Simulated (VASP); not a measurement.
# GaSb: restarted molecular dynamics, 2 variants

GaSb, Immm (no. 71), 16 atoms in the cell. PBE, molecular dynamics; PAW potentials Sb, Ga (PBE set).

| Restart from | Temperature at the end (K) | The same without a restart (K) | Potential energy at the end (eV/atom) | The same without a restart (eV/atom) | Electronic steps in the first step after the restart | Time (s) |
|---|---|---|---|---|---|---|
| CONTCAR with velocities, WAVECAR read | 410.0 | 410.0 | -3.52564 | -3.52564 | 4 | 406 |
| CONTCAR with velocities, no WAVECAR | 410.0 | 410.0 | -3.52564 | -3.52564 | 13 | 373 |

Limits: 180 fs of 16 atoms are too short for converged averages.

## Input of the first row

INCAR.step1:
```
SYSTEM = GaSb
GGA = PE
PREC = Normal
ENCUT = 200
EDIFF = 1E-6
NELMIN = 4
NELM = 60
ALGO = Normal
LREAL = Auto
LASPH = .TRUE.
ISMEAR = 0
SIGMA = 0.05
ISYM = 0
LWAVE = .TRUE.
LCHARG = .FALSE.
IBRION = 0
NSW = 30
POTIM = 3.0
TEBEG = 600
ISIF = 2
RANDOM_SEED = 584341 0 0
MDALGO = 1
ANDERSEN_PROB = 0.0
KPAR = 2
```

INCAR.step2, as INCAR.step1 but for:
```
- LWAVE = .TRUE.
+ LWAVE = .FALSE.
```

KPOINTS:
```
k-points
0
Monkhorst-Pack
  2 1 2
```

POSCAR.step1:
```
GaSb
1.0
    6.2236040000      0.0000000000      0.0000000000
    0.0000000000     10.7000120000      0.0000000000
    0.0000000000      0.0000000000      5.7866260000
Sb Ga
8 8
Direct
    0.0000000000      0.0000000000      0.5000000000
    0.0000000000      0.5000000000      0.5000000000
    0.5000000000      0.0000000000      0.5000000000
    0.5000000000      0.5000000000      0.5000000000
    0.2500000000      0.2500000000      0.0000000000
    0.2500000000      0.7500000000      0.0000000000
    0.7500000000      0.2500000000      0.0000000000
    0.7500000000      0.7500000000      0.0000000000
    0.0000000000      0.0000000000      0.0000000000
    0.0000000000      0.5000000000      0.0000000000
    0.5000000000      0.0000000000      0.0000000000
    0.5000000000      0.5000000000      0.0000000000
    0.2500000000      0.2500000000      0.5000000000
    0.2500000000      0.7500000000      0.5000000000
    0.7500000000      0.2500000000      0.5000000000
    0.7500000000      0.7500000000      0.5000000000
```

Commands (each step's output is kept before the next begins):
```
cat potpaw_PBE.64/Sb/POTCAR potpaw_PBE.64/Ga/POTCAR > POTCAR
cp INCAR.step1 INCAR
cp POSCAR.step1 POSCAR
mpirun -np 2 vasp_std > vasp.out
cp CONTCAR POSCAR
cp INCAR.step2 INCAR
mpirun -np 2 vasp_std > vasp.out
```

Changes of the last row against the first:
```
(step 1)
- LWAVE = True
+ LWAVE = False
```

VASP 6.6.1 took 406 s on 2 cores (Intel Xeon Platinum 8259CL @ 2.50GHz (Skylake/Cascade Lake)), a shared host.
